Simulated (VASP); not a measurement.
Write the native input for VASP 6.6.1 that does the following.

```
Task                   : single point
Functional             : PBEsol
Potentials or basis    : VASP PAW PBE potentials, release 64 (Pb_d, Se)
Cutoff                 : 520 eV
k mesh                 : 8 × 8 × 8
Occupations            : gaussian, width 0.02 eV
Spin                   : no spin polarisation
Further INCAR settings : ALGO = Normal; EDIFF = 1e-06; NBANDS = 17
```

The structure of PbSe (Clausthalite) lies in POSCAR:

```
PbSe
1.0
    0.0000000000      3.0606500000      3.0606500000
    3.0606500000      0.0000000000      3.0606500000
    3.0606500000      3.0606500000      0.0000000000
Pb Se
1 1
Cartesian
    0.0000000000      0.0000000000      0.0000000000
    3.0606500000      3.0606500000      3.0606500000
```

These files were run (other wordings do the same):

INCAR

```
SYSTEM = PbSe
PREC     = Accurate       ! precision mode
ENCUT    = 520            ! plane-wave cutoff, eV
EDIFF    = 1E-6           ! SCF threshold, eV
ISMEAR   = 0              ! smearing method
SIGMA    = 0.02           ! smearing width, eV
LREAL    = .False.        ! projectors in reciprocal space
LASPH    = .True.         ! aspherical terms in the spheres
NELM     = 100            ! most SCF steps
ALGO     = Normal         ! electronic algorithm
ISIF     = 2              ! what is computed and relaxed
LWAVE    = .False.        ! write WAVECAR
LCHARG   = .True.         ! write CHGCAR
GGA      = PS             ! functional
LELF     = .True.         ! ELF
LVHAR    = .True.       
NBANDS   = 17             ! bands
```

KPOINTS

```
regular mesh
0
Gamma
  8 8 8
  0 0 0
```

Potentials or basis: VASP PAW PBE potentials, release 64 (Pb_d, Se).

Run with:

```bash
$ cat potpaw_PBE.64/Pb_d/POTCAR potpaw_PBE.64/Se/POTCAR > POTCAR
$ mpirun -np 1 vasp_std > vasp.out
```

It gave:

* Pressure: -0.5 GPa
* Band gap on the k mesh: 0.20 eV, direct

Caveat: the PAW data sets were made with another functional, which shifts forces and pressure a little; spin-orbit coupling is left out, which as a rule narrows the gap of such compounds by several tenths of an eV.

It took 19 s on 1 thread of Intel(R) Xeon(R) Platinum 8488C (Sapphire Rapids) (shared host), peak memory 0.18 GiB.
